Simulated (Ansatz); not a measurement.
Level of theory: DFT PBEsol, scalar-relativistic, plane waves, PAW in Ansatz 0.2.0.

Cutoff 420 eV; k points 10×10×14 on the computed 2-atom cell (Γ-centred); Gaussian smearing, width 0.10 eV; no spin polarisation.

```yaml
crystal:
  lattice:
    - [3.12069, -2.96853, 0.02176]
    - [3.12069, 2.96853, 0.02176]
    - [-1.05643, 0.00000, 3.20971]
  atoms:
    - { symbol: Sb, position: [0.26128, 0.26128, 0.15852] }
    - { symbol: Sb, position: [0.73872, 0.73872, 0.84148] }
```

Is this geometry at equilibrium? Which atom feels the largest force?

It isn't. Atom 1 (Sb) feels (-0.22, 0.00, -0.31) eV/Å, 0.378 eV/Å in size, and symmetry-related atoms feel the same size.

Give all forces and the stress.

```json
{"atom": "Sb1", "Fx": "-0.221", "Fy": "0.000", "Fz": "-0.306"}
{"atom": "Sb2", "Fx": "0.221", "Fy": "0.000", "Fz": "0.306"}
```
Stress (GPa, compression positive):
```
-1.34  0.00  0.29
 0.00 -4.22  0.00
 0.29  0.00 -5.32
```

This form isn't the element's structure at ambient conditions.